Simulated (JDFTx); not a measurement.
# CuO (Pm-3m) in JDFTx: a series of runs

One crystal, CuO, is run at these levels: PBE; tasks: relaxation of cell and atoms.

Program: JDFTx 1.7.0 (patched build). These are calculated values, not measurements. Logs are shortened: lines on timing, memory, paths and dates and some standing lists are left out, and cuts for length are marked. The log counts tension as positive stress, the text compression.

## 1. The crystal as given

Symmetry: Pm-3m, No. 221, cubic system. Conventional cell: a = 2.553 Å, b = 2.553 Å, c = 2.553 Å, α = 90.00°, β = 90.00°, γ = 90.00°. Around Cu (site symmetry m-3m) lie 8 O at 2.21 Å. O (site symmetry m-3m) has 8 Cu at 2.21 Å as nearest neighbours.

Measurements of this composition are mostly on another form, of space group No. 15.

## 2. Relaxation of cell and atoms, PBE

The input, CuO.in:

```
lattice \
    4.8236215721     0.0000000000     0.0000000000 \
    0.0000000000     4.8236215721     0.0000000000 \
    0.0000000000     0.0000000000     4.8236215721
coords-type Cartesian
ion Cu     0.0000000000     0.0000000000     0.0000000000 1
ion O      2.4118107861     2.4118107861     2.4118107861 1

ion-species pseudo/Cu.upf
ion-species pseudo/O.upf
elec-cutoff 50 400
elec-ex-corr gga-PBE
kpoint-folding 6 6 6
elec-smearing Fermi 0.0018374661
elec-n-bands 19
electronic-SCF nIterations 100 energyDiffThreshold 1e-09
electronic-minimize nIterations 30 energyDiffThreshold 1e-7
forces-output-coords Cartesian
lattice-minimize nIterations 40 energyDiffThreshold 1e-6

dump-name run.$VAR
dump End Ecomponents EigStats BandEigs Kpoints Forces Stress ElecDensity KEdensity
```

Potentials or basis: SG15-PBE-1.2 with smoothed tails.

On the command line:

```bash
$ jdftx -c 1 -i CuO.in -o CuO.out
```

The program printed:

```text
*************** JDFTx 1.7.0 (patched build) ***************

Input parsed successfully to the following command list (including defaults):
[... the input with its defaults ...]

---------- Setting up symmetries ----------

Found 48 point-group symmetries of the bravais lattice
Found 48 space-group symmetries with basis
Applied RMS atom displacement 4.33008e-11 bohrs to make symmetries exact.

---------- Initializing the Grid ----------
R =
[      4.82362            0            0  ]
[            0      4.82362            0  ]
[            0            0      4.82362  ]
unit cell volume = 112.233
G =
[    1.30259          0          0  ]
[          0    1.30259          0  ]
[          0          0    1.30259  ]
Minimum fftbox size, Smin = [  44  44  44  ]
Chosen fftbox size, S = [  48  48  48  ]

---------- Initializing tighter grid for wavefunction operations ----------
R =
[      4.82362            0            0  ]
[            0      4.82362            0  ]
[            0            0      4.82362  ]
unit cell volume = 112.233
G =
[    1.30259          0          0  ]
[          0    1.30259          0  ]
[          0          0    1.30259  ]
Minimum fftbox size, Smin = [  32  32  32  ]
Chosen fftbox size, S = [  32  32  32  ]

---------- Exchange Correlation functional ----------
Initalized PBE GGA exchange.
Initalized PBE GGA correlation.

---------- Setting up pseudopotentials ----------
Width of ionic core gaussian charges (only for fluid interactions / plotting) set to 0

Reading pseudopotential file 'pseudo/Cu.upf':
  'Cu' pseudopotential, 'PBE' functional
  Generated using ONCVPSP code by D. R. Hamann
  19 valence electrons, 0 orbitals, 6 projectors, 602 radial grid points, with lMax = 2
  Core radius for overlap checks: 1.69 bohrs.

Reading pseudopotential file 'pseudo/O.upf':
  'O' pseudopotential, 'PBE' functional
  Generated using ONCVPSP code by D. R. Hamann
  6 valence electrons, 0 orbitals, 4 projectors, 602 radial grid points, with lMax = 1
  Core radius for overlap checks: 1.29 bohrs.

Initialized 2 species with 2 total atoms.

Folded 1 k-points by 6x6x6 to 216 k-points.

---------- Setting up k-points, bands, fillings ----------
Reduced to 20 k-points under symmetry.
Computing the number of bands and number of electrons
Calculating initial fillings.
nElectrons:  25.000000   nBands: 19   nStates: 20

----- Setting up reduced wavefunction bases (one per k-point) -----
average nbasis = 1893.912 , ideal nbasis = 1895.260

---------- Setting up ewald sum ----------
Optimum gaussian width for ewald sums = 1.714398 bohr.
Real space sum over 1331 unit cells with max indices [  5  5  5  ]
Reciprocal space sum over 2197 terms with max indices [  6  6  6  ]

---------- Allocating electronic variables ----------
Initializing wave functions:  (No orbitals for LCAO)  bandwidth-limited random numbers

--------- Lattice Minimization ---------

Setting the auxilliary hamiltonian equal to the subspace hamiltonian.

-------- Electronic minimization -----------
Will mix electronic density at each iteration.
	FillingsUpdate:  mu: +1.975172647  nElectrons: 25.000000
	FillingsUpdate:  mu: +0.062627058  nElectrons: 25.000000
SCF: Cycle:  0   F: -172.413343447248252   dF: -5.698e+01   |Residual|: 6.021e+00   |deigs|: 4.280e+00
	FillingsUpdate:  mu: +0.162640395  nElectrons: 25.000000
SCF: Cycle:  1   F: -188.108812960528581   dF: -1.570e+01   |Residual|: 5.418e+00   |deigs|: 1.483e+00
	FillingsUpdate:  mu: +0.210484514  nElectrons: 25.000000
SCF: Cycle:  2   F: -195.006916741977790   dF: -6.898e+00   |Residual|: 2.718e+00   |deigs|: 1.689e+00
	FillingsUpdate:  mu: +0.724664549  nElectrons: 25.000000
SCF: Cycle:  3   F: -198.162154757276767   dF: -3.155e+00   |Residual|: 1.046e+00   |deigs|: 9.619e-01
	FillingsUpdate:  mu: +0.652815048  nElectrons: 25.000000
SCF: Cycle:  4   F: -198.173932311825183   dF: -1.178e-02   |Residual|: 6.989e-01   |deigs|: 6.121e-02
	FillingsUpdate:  mu: +0.615517254  nElectrons: 25.000000
SCF: Cycle:  5   F: -198.359516062977320   dF: -1.856e-01   |Residual|: 5.044e-01   |deigs|: 3.838e-02
	FillingsUpdate:  mu: +0.605383336  nElectrons: 25.000000
SCF: Cycle:  6   F: -198.432374773323374   dF: -7.286e-02   |Residual|: 2.652e-01   |deigs|: 1.979e-02
	FillingsUpdate:  mu: +0.581047320  nElectrons: 25.000000
SCF: Cycle:  7   F: -198.474227309993779   dF: -4.185e-02   |Residual|: 1.753e-01   |deigs|: 5.560e-02
	FillingsUpdate:  mu: +0.583043815  nElectrons: 25.000000
SCF: Cycle:  8   F: -198.494561790799679   dF: -2.033e-02   |Residual|: 1.240e-01   |deigs|: 1.248e-02
[... 54 lines left out ...]
# Energy components:
   Eewald =     -135.7121906176197967
       EH =       57.3813097922536031
     Eloc =     -131.3838561067673254
      Enl =      -62.8132405233562636
      Exc =      -20.9617671846277318
       KE =       94.9914498998892753
-------------------------------------
     Etot =     -198.4982947402282321
       TS =        0.0012196662902729
-------------------------------------
        F =     -198.4995144065185002

LatticeMinimize: Iter:   0  F: -198.499514406518500  |grad|_K:  2.842e-02

-------- Electronic minimization -----------
Will mix electronic density at each iteration.
	FillingsUpdate:  mu: +0.594675963  nElectrons: 25.000000
	FillingsUpdate:  mu: +0.573533530  nElectrons: 25.000000
SCF: Cycle:  0   F: -198.492646266115770   dF: +4.344e-03   |Residual|: 1.056e-01   |deigs|: 1.821e-04
	FillingsUpdate:  mu: +0.588655525  nElectrons: 25.000000
SCF: Cycle:  1   F: -198.493626718253495   dF: -9.805e-04   |Residual|: 6.575e-02   |deigs|: 2.545e-02
	FillingsUpdate:  mu: +0.586294082  nElectrons: 25.000000
SCF: Cycle:  2   F: -198.499627307661314   dF: -6.001e-03   |Residual|: 2.218e-02   |deigs|: 1.087e-02
	FillingsUpdate:  mu: +0.586197713  nElectrons: 25.000000
SCF: Cycle:  3   F: -198.500269844198783   dF: -6.425e-04   |Residual|: 4.196e-03   |deigs|: 2.556e-03
	FillingsUpdate:  mu: +0.585978624  nElectrons: 25.000000
SCF: Cycle:  4   F: -198.500272148001983   dF: -2.304e-06   |Residual|: 6.382e-04   |deigs|: 1.810e-04
	FillingsUpdate:  mu: +0.585955787  nElectrons: 25.000000
SCF: Cycle:  5   F: -198.500272478123037   dF: -3.301e-07   |Residual|: 4.117e-04   |deigs|: 5.017e-05
	FillingsUpdate:  mu: +0.585889507  nElectrons: 25.000000
SCF: Cycle:  6   F: -198.500272592307340   dF: -1.142e-07   |Residual|: 1.289e-04   |deigs|: 9.289e-05
	FillingsUpdate:  mu: +0.585911013  nElectrons: 25.000000
SCF: Cycle:  7   F: -198.500272610498143   dF: -1.819e-08   |Residual|: 2.437e-05   |deigs|: 2.284e-05
	FillingsUpdate:  mu: +0.585913342  nElectrons: 25.000000
SCF: Cycle:  8   F: -198.500272612723109   dF: -2.225e-09   |Residual|: 2.441e-05   |deigs|: 1.634e-06
[... 185 lines left out ...]
-------- Electronic minimization -----------
Will mix electronic density at each iteration.
	FillingsUpdate:  mu: +0.517264547  nElectrons: 25.000000
	FillingsUpdate:  mu: +0.512902091  nElectrons: 25.000000
SCF: Cycle:  0   F: -198.502779854379497   dF: +2.306e-04   |Residual|: 2.273e-02   |deigs|: 8.208e-06
	FillingsUpdate:  mu: +0.516078046  nElectrons: 25.000000
SCF: Cycle:  1   F: -198.502725995514851   dF: +5.386e-05   |Residual|: 1.626e-02   |deigs|: 5.643e-03
	FillingsUpdate:  mu: +0.515696487  nElectrons: 25.000000
[... 5 further cycles ...]
SCF: Cycle:  7   F: -198.503156582980182   dF: -7.269e-10   |Residual|: 3.863e-06   |deigs|: 1.741e-06
	FillingsUpdate:  mu: +0.515577337  nElectrons: 25.000000
SCF: Cycle:  8   F: -198.503156583112627   dF: -1.324e-10   |Residual|: 3.794e-06   |deigs|: 8.162e-07
SCF: Converged (|Delta E|<1.000000e-09 for 2 iters).

Setting wave functions to eigenvectors of Hamiltonian
# Lattice vectors:
R =
[      4.98028            0            0  ]
[            0      4.98028            0  ]
[            0            0      4.98028  ]
unit cell volume = 123.527
[... 34 lines left out ...]
-------- Electronic minimization -----------
Will mix electronic density at each iteration.
	FillingsUpdate:  mu: +0.515577337  nElectrons: 25.000000
	FillingsUpdate:  mu: +0.514972208  nElectrons: 25.000000
SCF: Cycle:  0   F: -198.503149565232860   dF: +4.265e-06   |Residual|: 3.134e-03   |deigs|: 2.169e-07
	FillingsUpdate:  mu: +0.515400555  nElectrons: 25.000000
SCF: Cycle:  1   F: -198.503149093012524   dF: +4.722e-07   |Residual|: 2.167e-03   |deigs|: 7.666e-04
	FillingsUpdate:  mu: +0.515360963  nElectrons: 25.000000
[... 3 further cycles ...]
SCF: Cycle:  5   F: -198.503156619565203   dF: -4.257e-10   |Residual|: 7.408e-06   |deigs|: 5.624e-07
	FillingsUpdate:  mu: +0.515344781  nElectrons: 25.000000
SCF: Cycle:  6   F: -198.503156619638617   dF: -7.341e-11   |Residual|: 2.390e-06   |deigs|: 5.078e-07
SCF: Converged (|Delta E|<1.000000e-09 for 2 iters).

Setting wave functions to eigenvectors of Hamiltonian
# Lattice vectors:
R =
[      4.98078            0            0  ]
[            0      4.98078            0  ]
[            0            0      4.98078  ]
unit cell volume = 123.564
[... 34 lines left out ...]
-------- Electronic minimization -----------
Will mix electronic density at each iteration.
	FillingsUpdate:  mu: +0.515344781  nElectrons: 25.000000
	FillingsUpdate:  mu: +0.515232170  nElectrons: 25.000000
SCF: Cycle:  0   F: -198.503156371821888   dF: +1.520e-07   |Residual|: 5.832e-04   |deigs|: 5.683e-08
	FillingsUpdate:  mu: +0.515311078  nElectrons: 25.000000
SCF: Cycle:  1   F: -198.503156349437148   dF: +2.238e-08   |Residual|: 4.106e-04   |deigs|: 1.432e-04
	FillingsUpdate:  mu: +0.515304136  nElectrons: 25.000000
[... 2 further cycles ...]
SCF: Cycle:  4   F: -198.503156619490369   dF: -1.320e-10   |Residual|: 1.740e-06   |deigs|: 1.013e-06
	FillingsUpdate:  mu: +0.515301327  nElectrons: 25.000000
SCF: Cycle:  5   F: -198.503156619496622   dF: -6.253e-12   |Residual|: 1.137e-06   |deigs|: 8.256e-08
SCF: Converged (|Delta E|<1.000000e-09 for 2 iters).

Setting wave functions to eigenvectors of Hamiltonian
LatticeMinimize: 	Wolfe criterion not satisfied: alpha: 1  (E-E0)/|gdotd0|: 0.054928  gdotd/gdotd0: -0.422856 (taking cubic step)

-------- Electronic minimization -----------
Will mix electronic density at each iteration.
	FillingsUpdate:  mu: +0.515301327  nElectrons: 25.000000
	FillingsUpdate:  mu: +0.515372412  nElectrons: 25.000000
SCF: Cycle:  0   F: -198.503156527466217   dF: +5.400e-08   |Residual|: 3.587e-04   |deigs|: 4.724e-08
	FillingsUpdate:  mu: +0.515325616  nElectrons: 25.000000
SCF: Cycle:  1   F: -198.503156515198555   dF: +1.227e-08   |Residual|: 2.561e-04   |deigs|: 8.708e-05
	FillingsUpdate:  mu: +0.515327972  nElectrons: 25.000000
[... 5 further cycles ...]
SCF: Cycle:  7   F: -198.503156619855645   dF: -5.343e-12   |Residual|: 1.353e-07   |deigs|: 2.007e-07
	FillingsUpdate:  mu: +0.515328672  nElectrons: 25.000000
SCF: Cycle:  8   F: -198.503156619857293   dF: -1.648e-12   |Residual|: 4.158e-08   |deigs|: 1.075e-07
SCF: Converged (|Delta E|<1.000000e-09 for 2 iters).

Setting wave functions to eigenvectors of Hamiltonian
# Lattice vectors:
R =
[      4.98081            0            0  ]
[            0      4.98081            0  ]
[            0            0      4.98081  ]
unit cell volume = 123.566
[... 19 lines left out ...]
# Energy components:
   Eewald =     -131.4293114151051896
       EH =       59.9725360957335312
     Eloc =     -138.1697084862072131
      Enl =      -62.7872428028696135
      Exc =      -20.9046356339454533
       KE =       94.8164755355739715
-------------------------------------
     Etot =     -198.5018867068199881
       TS =        0.0012699130372955
-------------------------------------
        F =     -198.5031566198572932

LatticeMinimize: Iter:   6  F: -198.503156619857293  |grad|_K:  8.021e-07  alpha:  3.665e-01  linmin: -1.000e+00
LatticeMinimize: Converged (|Delta F|<1.000000e-06 for 2 iters).

Dumping 'run.eigStats' ...
	eMin: -3.601878 at state 0 ( [ +0.000000 +0.000000 +0.000000 ] spin 0 )
	HOMO: +0.514671 at state 11 ( [ +0.166667 +0.166667 +0.333333 ] spin 0 )
	mu  : +0.515329
	LUMO: +0.515400 at state 5 ( [ +0.000000 +0.166667 +0.333333 ] spin 0 )
	eMax: +1.452752 at state 8 ( [ +0.000000 +0.333333 +0.500000 ] spin 0 )
	HOMO-LUMO gap: +0.000729
	Optical gap  : +0.021013 at state 18 ( [ +0.333333 +0.500000 +0.500000 ] spin 0 )
Done!
```

Run time: 1.8 min. Hardware: 1 thread of Arm Neoverse V1, shared host; peak memory 0.08 GiB.

What came out:

* Free energy: -5401.5461 eV
* Relaxed volume: 9.16 Å³/atom
* Relaxed cell: a = 2.636 Å, b = 2.636 Å, c = 2.636 Å, α = 90.00°, β = 90.00°, γ = 90.00°
* Space group after relaxing (to 0.05 Å): Pm-3m (No. 221)
* Energy gained by relaxing: 49.6 meV/atom
* Ionic steps: 7
* Pressure after relaxing: 0.0 GPa
* Band gap on the k mesh: none (metal or under the smearing width)

The path:
```tsv
step	energy change (eV)	largest force (eV/Å)	pressure (GPa)	volume (Å³)
1	0.0000	0.0000	20.75	16.63
2	-0.0206	0.0000	18.10	16.80
3	-0.0971	0.0000	2.54	18.05
4	-0.0991	0.0000	0.43	18.27
5	-0.0991	0.0000	0.06	18.30
6	-0.0991	0.0000	0.01	18.31
7	-0.0991	0.0000	0.00	18.31
```

Final structure:
```
Cu O
1.0
     2.63573    0.00000    0.00000
     0.00000    2.63573    0.00000
     0.00000    0.00000    2.63573
Cu O
1 1
Direct
  0.00000 0.00000 0.00000
  0.50000 0.50000 0.50000
```

Caveat: the k mesh is coarse (spacing up to 0.41 Å⁻¹), so the values aren't converged; the plane waves are those of the starting cell, so after so large a change of volume the result is rough; an odd number of electrons without spin polarisation forces a metal; a magnetic or distorted state may lie lower; the run has no spin polarisation, though such a crystal can be magnetic; semilocal functionals often make such compounds metallic where correlation or magnetic order opens a gap, which also shifts bond lengths. With open d or f shells a metallic result of PBE can be an artefact of self-interaction; +U or a hybrid may open a gap.

[end of part 1 of 2]
